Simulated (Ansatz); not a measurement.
Cubic perovskite LaAlO₃ (cubic high-temperature phase), treated with PBE+SOC (Ansatz, a program for electronic structure, plane waves, PAW).

Settings: plane-wave cutoff 520 eV, 10×10×10 k mesh, Fermi–Dirac smearing 0.01 eV, PAW data made under PBE.

Pressure at four volumes; x = ln(V/11.083 Å³). One pressure is withheld.

```json
[
 {"V (Å³/atom)": "10.418", "x": "-0.0619", "P (GPa)": "13.55"},
 {"V (Å³/atom)": "11.083", "x": "0.0000", "P (GPa)": "0.00"},
 {"V (Å³/atom)": "11.526", "x": "0.0392", "P (GPa)": "-6.93"},
 {"V (Å³/atom)": "11.748", "x": "0.0583", "P (GPa)": "?"}
]
```

Problem. Pass a parabola P(x) through the three rows shown, estimate the bulk modulus and its pressure derivative near zero pressure, and predict the withheld pressure.

Solution. Slopes between the rows: (0.00 − (13.55))/(0.0000 − (-0.0619)) = -218.90 and (-6.93 − (0.00))/(0.0392 − (0.0000)) = -176.79 GPa. Their difference over the span 0.1011 is c = 42.11/0.1011 = 416.5 GPa, so P(x) = 13.55 + (-218.90)(x − (-0.0619)) + 416.5 (x − (-0.0619))(x − (0.0000)). At the middle row B = −dP/dx = −[-218.90 + 416.5 × 0.0619] = 193.1 GPa, and B′ = dB/dP = 2c/B = 4.3. At x = 0.0583 the parabola gives -9.84 GPa; the run gives -9.88 GPa. The Birch–Murnaghan fit to the energies at all volumes has B0 = 192 GPa and B′ = 4.2.

Measured, for comparison: bulk modulus 215 ± 4 GPa (room temperature, not corrected to a static lattice, cubic phase above 14 GPa, extrapolated to zero pressure; as tabulated in Guennou et al. (2011), arXiv:1105.1276). Computed (rounded) less measured: bulk modulus -11 %.

Note: the relaxation could not lower the start's symmetry, so the cell can be a saddle point above a distorted one.
